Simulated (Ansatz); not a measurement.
The system is MgSe.

```
Se Mg
1.0
     0.00000    2.72550    2.72550
     2.72550    0.00000    2.72550
     2.72550    2.72550    0.00000
Se Mg
1 1
Direct
  0.50000 0.50000 0.50000
  0.00000 0.00000 0.00000
```

Program: Ansatz 0.2.0. Alike in all runs: task band structure; potentials or basis Ansatz PAW; no spin polarisation; cell as given; smearing fermi-dirac 0.05 eV.

Order these runs on this cell by their band gap on the k mesh, lowest first.
A. level LDA; k mesh 8 × 8 × 8; cutoff (eV) 420; points for each segment of the path 14; mesh quality not flagged
B. level PBE0; k mesh 4 × 4 × 4; cutoff (eV) 420; points for each segment of the path 4; mesh quality coarse
C. level r2SCAN; k mesh 8 × 8 × 8; cutoff (eV) 500; points for each segment of the path 14; mesh quality not flagged

A (1.66 eV), C (2.50 eV), B (3.39 eV).

Caveats: some runs use coarse meshes.

